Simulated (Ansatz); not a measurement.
# Chromium, simple cubic under revPBE: structure, energy and stiffness

What does revPBE give for chromium in the simple cubic structure? We relax it, solve it on a dense k-mesh, then scale the cell to 7 volumes from 88 to 112 % of the relaxed one and try a fit of the equation of state. The start is antiferromagnetic (G-type). The k-meshes are 12×12×12 for the relaxation; 18×18×18 for the dense run; 13×13×13 for the volumes.

This is Cr in the simple cubic structure; at room conditions it is bcc.

Computed with Ansatz 0.2.0 (DFT revPBE, plane waves (420 eV) with PAW, scalar-relativistic; PAW files made under PBE, frozen cores solved again for the functional, unless a step says otherwise).

## 1. The starting structure

It takes space group Pm-3m (No. 221, cubic). The conventional cell has a = 2.348 Å, b = 2.348 Å, c = 2.348 Å, α = 90.00°, β = 90.00°, γ = 90.00°. Cr (site symmetry m-3m) is surrounded by 6 Cr at 2.35 Å.

Structure file:

```xyz
2
Lattice="0.0000 2.3484 2.3484 2.3484 0.0000 2.3484 2.3484 2.3484 0.0000" Properties=species:S:1:pos:R:3 pbc="T T T"
Cr    0.0000    0.0000    0.0000
Cr    2.3484    2.3484    2.3484
```

Starting moments (μB): +1.5, -1.5.

## 2. Geometry optimisation

input.yaml

```yaml
crystal:
  lattice:
    - [0.0, 2.3484326893, 2.3484326893]
    - [2.3484326893, 0.0, 2.3484326893]
    - [2.3484326893, 2.3484326893, 0.0]
  atoms:
    - { symbol: Cr, position: [0.0, 0.0, 0.0], spin: 1.5 }
    - { symbol: Cr, position: [0.5, 0.5, 0.5], spin: -1.5 }
hamiltonian:
  xc: revpbe
  pseudopotentials:
    kind: paw
    azcp:
      Cr: "pseudopotentials/Cr.paw.azcp"
basis:
  ecutwfc: 420
  fft_grid_basis: typed
kpoints:
  mp_grid: { grid: [12, 12, 12], shift: [0, 0, 0] }
magnetization:
  spin_polarized: true
scf:
  occupations: { method: fermi_dirac, width: 0.05 }
relax:
  max_steps: 60
  f_tol: 0.01
  cell: {}
```

After this run come: The energy on a finer k-mesh; The cell scaled to 88 % of its volume; The cell scaled to 92 % of its volume; The cell scaled to 96 % of its volume; The cell scaled to 100 % of its volume; The cell scaled to 104 % of its volume; The cell scaled to 108 % of its volume; The cell scaled to 112 % of its volume.

Q: Predict the outcome of this session. Wanted: space group; conventional cell; volume; shortest distance; gap on the mesh; magnetic state; relative to bcc, antiferromagnetic.

**Answer**, as computed:

| quantity | value |
| --- | --- |
| space group (spins left aside) | Pm-3m (No. 221) |
| conventional cell | a = 2.418 Å |
| volume | 14.141 Å³/atom |
| shortest distance | 2.418 Å |
| gap on the mesh | none (levels filled in part) |
| magnetic state | antiferromagnetic, up to 1.93 μB per atom |
| relative to bcc, antiferromagnetic | +1027 meV/atom |

The relaxation enlarged the cell by 9.2 % in volume. Against the reference form of chromium (bcc, antiferromagnetic, computed apart with the same settings) it stands 1027 meV/atom higher. The final state is antiferromagnetic (largest moment 1.93 μB). No gap shows: it is a metal or semimetal at this level. Relaxation kept the symmetry; phonons were not checked.
